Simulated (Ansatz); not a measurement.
`Cc1ccc(O)cc1` + H₂ → `Oc1ccccc1` + CH₄ at 600 K and 1 bar (hydrogenolysis of a C–C bond).

Program: Ansatz. Geometries: PBE0-D4/def2-TZVP. ΔE: electronic, gas phase. CCSD(T)/CBS is the MP2 limit (def2-TZVPP, def2-QZVPP) plus CCSD(T) − MP2 in def2-TZVPP, frozen cores. This one scheme is used for every species. One conformer a species, not always the lowest.

```csv
species,CCSD(T)/CBS energy (Eh),H − E (kJ/mol),S (J/(mol·K))
`Cc1ccc(O)cc1`,-346.36018,422.6,477.6
H₂,-1.17544,43.9,150.8
`Oc1ccccc1`,-307.09669,335.9,409.1
CH₄,-40.46206,140.4,215.7
```

H − E and S are ideal-gas, rigid-rotor, harmonic terms from PBE0-D4/def2-TZVP, for one conformer and one mirror image of each species. For small species the MP2-based limit differs from directly extrapolated CCSD(T) by up to some mEh (0.8 for H₂); such offsets cancel only in part. 1 Eh = 2625.50 kJ/mol, R = 8.31446 J/(mol·K).

Q: By hand: ΔE, ΔH, ΔS and ΔG.

A: ΔE = (-307.09669) + (-40.46206) − (-346.36018) − (-1.17544) = -0.02313 Eh = -60.7 kJ/mol. Δ(H − E) = 335.9 + 140.4 − 422.6 − 43.9 = 9.8, so ΔH = -50.9 kJ/mol. ΔS = 409.1 + 215.7 − 477.6 − 150.8 = -3.6 J/(mol·K). ΔG = -50.9 − 600 × (-3.6)/1000 = -48.7 kJ/mol.

Q: By hand: the equilibrium constant, and the temperature at which ΔG would vanish if ΔH and ΔS stayed fixed.

A: log₁₀ K = −ΔG/(RT ln 10) = 4.2. ΔG = 0 at ΔH/ΔS = 14139 K, far beyond where these terms or the molecules hold.

The number of gas molecules stays the same, so ΔS is small and ΔH decides. A doubt of 5 kJ/mol in ΔE shifts log₁₀ K by 0.4 here. Other conformers and mirror images would add mixing entropy, several J/(mol·K) or more a flexible species. Modes under 60 cm⁻¹, often nearly free rotors, make the harmonic entropy too high. These are equilibria of isolated gas molecules and say nothing of rates. Largest T1 diagnostic: 0.011 (customary marks: 0.02 for closed shells, 0.045 for open ones).
